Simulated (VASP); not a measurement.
**C in VASP: one cell, several levels of theory**

What does VASP give for C built on the diamond prototype, under -1.0 % biaxial strain in x and y, free along z, the cell held fixed? Runs: PBE, r2SCAN. The results are then set beside those of Ansatz 0.2.0 for the same cell.

Code: VASP 6.6.1. PAW datasets, plane waves. Spin-unpolarised throughout; all numbers are computed.

## Step 1: The structure to begin with

The cell comes from an earlier relaxation with r2SCAN in another program, then strained, with the atoms relaxed again.

It is tetragonal, I4_1/amd (No. 141); a = 2.492 Å, c = 3.568 Å in the conventional setting, 5.54 Å³ an atom. Around C lie 4 C at 1.53 Å.

Structure file:

Space group I4_1/amd:1 (No. 141). a = 2.492 Å, b = 2.492 Å, c = 3.568 Å, α = 90.00°, β = 90.00°, γ = 90.00°
```csv
atom,site,symmetry,x,y,z
C,4a,-4m2,0.0000,0.0000,0.0000
```

## Step 2: PBE at this geometry

File INCAR:

```
ENCUT = 520.000000
SIGMA = 0.020000
EDIFF = 1.00e-07
GGA = PE
PREC = Accurate
IBRION = -1
ISIF = 2
ISMEAR = -1
NBANDS = 11
NELM = 120
NSW = 0
LASPH = .TRUE.
LCHARG = .TRUE.
LELF = .TRUE.
LWAVE = .FALSE.
LREAL = .FALSE.
```

File KPOINTS:

```
KPOINTS created by Atomic Simulation Environment
0
Gamma
12 12 12
0 0 0
```

File KPOINTS_OPT:

```
special points
7
Reciprocal
0.0000000000 0.0000000000 0.0000000000 1
0.5000000000 0.0000000000 0.5000000000 1
0.6250000000 0.2500000000 0.6250000000 1
0.3750000000 0.3750000000 0.7500000000 1
0.5000000000 0.5000000000 0.5000000000 1
0.5000000000 0.2500000000 0.7500000000 1
0.0000000000 0.3645830000 0.3645830000 1
```

File POSCAR:

```
C
 1.0000000000000000
     0.0000000000000000    1.7623229010999999    1.7840813067000001
     1.7623229010999999    0.0000000000000000    1.7840813067000001
     1.7623229010999999    1.7623229010999999    0.0000000000000000
 C
   2
Cartesian
  0.0000000000000000  0.0000000000000000  0.0000000000000000
  0.8811614505499999  0.8811614505499999  0.8920406533500000
```

The run uses the recommended PBE PAW datasets (8 valence electrons a neutral cell).

Command:

```console
mpirun -np 1 vasp_std
```

Printed to the terminal (iteration lines stand in OSZICAR):

```text
POSCAR found type information on POSCAR C
 POSCAR found :  1 types and       2 ions
 LDA part: xc-table for (Slater+PW92), standard interpolation
 POSCAR, INCAR and KPOINTS ok, starting setup
 FFT: planning ... GRIDC
 FFT: planning ... GRID_SOFT
 FFT: planning ... GRID
 WAVECAR not read
 entering main loop
 Start KPOINTS_OPT (optional k-point list driver)
k-point batch [1-7\7]
```

OSZICAR:

```text
N       E                     dE             d eps       ncg     rms          rms(c)
DAV:   1     0.451287794366E+00    0.45129E+00   -0.48124E+03  3680   0.721E+02
DAV:   2    -0.184870600200E+02   -0.18938E+02   -0.18395E+02  4606   0.124E+02
DAV:   3    -0.188531155557E+02   -0.36606E+00   -0.36517E+00  4195   0.131E+01
DAV:   4    -0.188537001628E+02   -0.58461E-03   -0.58459E-03  3856   0.654E-01
DAV:   5    -0.188537008078E+02   -0.64501E-06   -0.64499E-06  4125   0.206E-02    0.573E+00
DAV:   6    -0.183397799104E+02    0.51392E+00   -0.26817E-01  3670   0.367E+00    0.342E+00
DAV:   7    -0.181668995941E+02    0.17288E+00   -0.32621E-01  3856   0.409E+00    0.796E-01
DAV:   8    -0.181687842111E+02   -0.18846E-02   -0.90956E-03  3748   0.716E-01    0.444E-02
DAV:   9    -0.181688230004E+02   -0.38789E-04   -0.62091E-05  4244   0.635E-02    0.251E-02
DAV:  10    -0.181688436792E+02   -0.20679E-04   -0.15100E-05  3799   0.345E-02    0.540E-03
DAV:  11    -0.181688437672E+02   -0.88032E-07   -0.25651E-07  4396   0.460E-03
   1 F= -.18168844E+02 E0= -.18168844E+02  d E =-.191803E-12
       N       E                     dE             ncg
DAV:   1     0.228439162947E+04   -0.23819E+04      170
DAV:   2     0.215549513806E+04   -0.12890E+03      194
DAV:   3     0.215372009694E+04   -0.17750E+01      175
DAV:   4     0.215371840820E+04   -0.16887E-02      175
DAV:   5     0.215371840617E+04   -0.20260E-05      181
DAV:   6     0.215371840617E+04   -0.26980E-08      175
```

The lines after F= are the extra pass for the points of KPOINTS_OPT, at fixed density; their E is not a total energy.

Parts of OUTCAR:

```text
k-points           NKPTS =    163   k-points in BZ     NKDIM =    163   number of bands    NBANDS=     11

   NELECT =       8.0000    total number of electrons

   dimension x,y,z NGX =    20 NGY =   20 NGZ =   20
   dimension x,y,z NGXF=    40 NGYF=   40 NGZF=   40

  energy-cutoff  :      520.00
  volume of cell :       11.08
      direct lattice vectors                 reciprocal lattice vectors
     0.000000000  1.762322901  1.784081307    -0.283716452  0.283716452  0.280256285
     1.762322901  0.000000000  1.784081307     0.283716452 -0.283716452  0.280256285
     1.762322901  1.762322901  0.000000000     0.283716452  0.283716452 -0.280256285

 k-points in reciprocal lattice and weights: KPOINTS created by Atomic Simulation Env
   0.00000000  0.00000000  0.00000000       0.001
   0.08333333  0.00000000  0.00000000       0.005
   0.16666667  0.00000000  0.00000000       0.005
   0.25000000  0.00000000  0.00000000       0.005
   0.33333333 -0.00000000  0.00000000       0.005
   0.41666667  0.00000000  0.00000000       0.005
   0.50000000  0.00000000  0.00000000       0.002
   0.08333333  0.08333333  0.00000000       0.001
[... 155 more k-points ...]

 E-fermi :  10.5837

 k-point     1 :       0.0000    0.0000    0.0000
  band No.  band energies     occupation
      1     -11.7228      2.00000
      2       9.9439      2.00000
      3      10.1345      2.00000
      4      10.1345      2.00000
      5      15.6755      0.00000
      6      15.6755      0.00000
      7      15.8292      0.00000
      8      23.9396      0.00000
      9      29.6679      0.00000
     10      36.5149      0.00000
     11      37.1914      0.00000

 k-point     2 :       0.0833    0.0000    0.0000
  band No.  band energies     occupation
      1     -11.5272      2.00000
      2       8.8151      2.00000
      3       9.6801      2.00000
      4       9.8066      2.00000
      5      16.1134      0.00000
      6      16.1794      0.00000
      7      16.4978      0.00000
      8      24.0874      0.00000
      9      29.9909      0.00000
     10      34.4239      0.00000
     11      34.9354      0.00000

 k-point     3 :       0.1667    0.0000    0.0000
  band No.  band energies     occupation
      1     -10.9431      2.00000
      2       6.2484      2.00000
      3       8.9478      2.00000
      4       9.0990      2.00000
      5      17.0659      0.00000
      6      17.1025      0.00000
      7      17.6482      0.00000
      8      24.5078      0.00000
      9      30.6617      0.00000
     10      32.8781      0.00000
     11      33.2505      0.00000

 k-point     4 :       0.2500    0.0000    0.0000
  band No.  band energies     occupation
      1      -9.9786      2.00000
      2       3.3684      2.00000
      3       8.1961      2.00000
      4       8.3742      2.00000
      5      17.9227      0.00000
      6      17.9622      0.00000
      7      18.4889      0.00000
      8      25.0916      0.00000
      9      31.0862      0.00000
     10      32.5602      0.00000
     11      32.7629      0.00000

 k-point     5 :       0.3333   -0.0000    0.0000
  band No.  band energies     occupation
      1      -8.6541      2.00000
      2       0.5435      2.00000
      3       7.5987      2.00000
      4       7.8016      2.00000
      5      18.3584      0.00000
      6      18.4809      0.00000
      7      18.9873      0.00000
      8      25.6203      0.00000
      9      31.3443      0.00000
     10      33.5096      0.00000
     11      33.5558      0.00000

 k-point     6 :       0.4167    0.0000    0.0000
  band No.  band energies     occupation
      1      -7.0411      2.00000
      2      -2.0117      2.00000
      3       7.2241      2.00000
      4       7.4444      2.00000
      5      18.4869      0.00000
      6      18.6552      0.00000
      7      19.2357      0.00000
      8      25.9119      0.00000
      9      31.8697      0.00000
     10      35.1489      0.00000
     11      35.2094      0.00000

 k-point     7 :       0.5000    0.0000    0.0000
  band No.  band energies     occupation
      1      -5.8107      2.00000
      2      -3.5622      2.00000
      3       7.0972      2.00000
      4       7.3237      2.00000
      5      18.5008      0.00000
      6      18.6820      0.00000
      7      19.3107      0.00000
      8      25.9846      0.00000
      9      32.3028      0.00000
     10      34.6878      0.00000
     11      36.2951      0.00000

 k-point     8 :       0.0833    0.0833    0.0000
  band No.  band energies     occupation
      1     -11.4664      2.00000
      2       9.1994      2.00000
      3       9.1994      2.00000
      4       9.3268      2.00000
      5      15.6444      0.00000
      6      16.8445      0.00000
      7      16.8445      0.00000
      8      24.0438      0.00000
      9      30.0954      0.00000
     10      32.2576      0.00000
     11      37.5161      0.00000

 k-point     9 :       0.1667    0.0833    0.0000
  band No.  band energies     occupation
      1     -11.0162      2.00000
      2       7.1372      2.00000
      3       8.3854      2.00000
      4       9.0331      2.00000
      5      15.9573      0.00000
      6      17.9509      0.00000
      7      17.9707      0.00000
      8      24.0602      0.00000
      9      30.6752      0.00000
     10      30.8668      0.00000
     11      35.9181      0.00000

 k-point    10 :       0.2500    0.0833    0.0000
  band No.  band energies     occupation
      1     -10.1827      2.00000
      2       4.4120      2.00000
      3       7.6620      2.00000
      4       8.3365      2.00000
      5      16.8272      0.00000
      6      18.8717      0.00000
      7      18.9363      0.00000
      8      24.1814      0.00000
      9      30.6706      0.00000
     10      31.2817      0.00000
     11      34.9697      0.00000

 k-point    11 :       0.3333    0.0833    0.0000
  band No.  band energies     occupation
      1      -8.9808      2.00000
      2       1.5991      2.00000
      3       7.1596      2.00000
      4       7.5580      2.00000
      5      17.5925      0.00000
      6      19.4099      0.00000
      7      19.4712      0.00000
      8      24.6372      0.00000
      9      31.4130      0.00000
     10      31.6377      0.00000
     11      35.2389      0.00000

[... the tables of k-points 12 to 163 left out ...]

  Total        1.1907992      1.1907992      0.3713115      0.0000000      0.0000000      0.0000000
  in kB      172.1605002    172.1605002     53.6825820      0.0000000      0.0000000      0.0000000
  external PRESSURE =     132.6678608 kB  Pullay stress =       0.0000000 kB

 POSITION                                       TOTAL-FORCE (eV/Angst)
 -----------------------------------------------------------------------------------
      0.00000      0.00000      0.00000         0.000000      0.000000      0.000000
      0.88116      0.88116      0.89204         0.000000      0.000000     -0.000000
 -----------------------------------------------------------------------------------
    total drift:                                0.000000      0.000000      0.000000

  FREE ENERGIE OF THE ION-ELECTRON SYSTEM (eV)
  ---------------------------------------------------
  free  energy   TOTEN  =       -18.1688437672 eV

  energy  without entropy=      -18.1688437672  energy(sigma->0) =      -18.16884377
```

Hardware: 1 MPI rank of Intel Xeon Platinum 8488C, shared host.

The levels at the points of KPOINTS_OPT are read from vasprun.xml.

Band energies at the special points (eV, zero at the top of v, the last band that the electrons fill by count):

```csv
point,v−1,v,c,c+1
Γ,0.00,0.00,5.54,5.54
X,-6.56,-6.56,4.65,4.65
U,-9.60,-5.61,5.58,10.74
K,-9.62,-5.42,5.87,11.09
L,-3.04,-2.81,8.37,8.55
W,-8.59,-8.59,10.74,10.74
```

Gap with PBE: 4.02 eV, valence top at Γ, conduction bottom at (0.00, 0.36, 0.36). Least direct gap: 5.54 eV. Pressure: 13.27 GPa; the forces vanish within 0.01 eV/Å.

The maps below are laid out on this run's own conventional cell (a, b, c = 2.492, 2.492, 3.568 Å).

Density in a lattice plane of the grid's cell (edges 2.49 and 3.57 Å, at 0.000 of the third edge), which holds C.

Ten even steps from ' ' (0.09 e/Å³) to '@' (1.87 e/Å³):
```
%%@@@@@@##**++======++**##@@@@@@
@@@@@@@@%%%%##########%%%%@@@@@@
######%%%%@@@@@@@@@@@@@@%%%%####
====++**##@@@@@@%%@@@@@@##**++==
::::--==**%%@@%%##%%@@%%**==--::
....::--==**%%%%%%%%%%**==--::..
    ..::--++##%%@@%%##++--::..  
      ..::--++**##**++--::..    
        ..::--======--::..      
          ....::::::....        
            ..........          
                                
                                
......                      ....
::::....                  ....::
====--::..              ..::--==
##**++--::..          ..::--++**
@@%%##++--::..      ..::--++##%%
%%%%%%**==--::......::--==**%%%%
##%%@@%%**==--::::::--==**%%@@%%
```
Columns run along the first of these edges and rows up along the second, over one cell in 16 and 20 even steps from the bottom left corner. Atoms in the plane (fractional): C at (0.00, 0.00), C at (0.50, 0.75).

ELF in the same plane.

Ten even steps from ' ' (0.01) to '@' (0.94):
```
  ..++%%@@@@%%##**##%%@@@@%%++..
--++%%@@@@@@@@##**##@@@@@@@@%%++
**##@@@@@@@@%%++--++%%@@@@@@@@##
**##%%@@@@%%++..  ..++%%@@@@%%##
++++######**--      --**######++
::--==++**++--      --++**++==--
....::==++++====--====++++==::..
    ..::==++**********++==::..  
      ..--==++******++==--..    
        ..::--==++==--::..      
          ....::::::....        
                ..              
..                              
::::....                  ....::
++==--::..              ..::--==
****++==::..          ..::==++**
******++==::..      ..::==++****
--====++++==::......::==++++====
    --++**++==--::--==++**++--  
    --**######++++++######**--  
```
Columns run along the first of these edges and rows up along the second, over one cell in 16 and 20 even steps from the bottom left corner. Atoms in the plane (fractional): C at (0.00, 0.00), C at (0.50, 0.75).

Both are smooth fields of the valence electrons: close to the nuclei they are not physical.

The highest ELF values outside the cores: 0.94 on the C–C line, 0.6 Å from C.

(Part 1 of 2 ends here.)
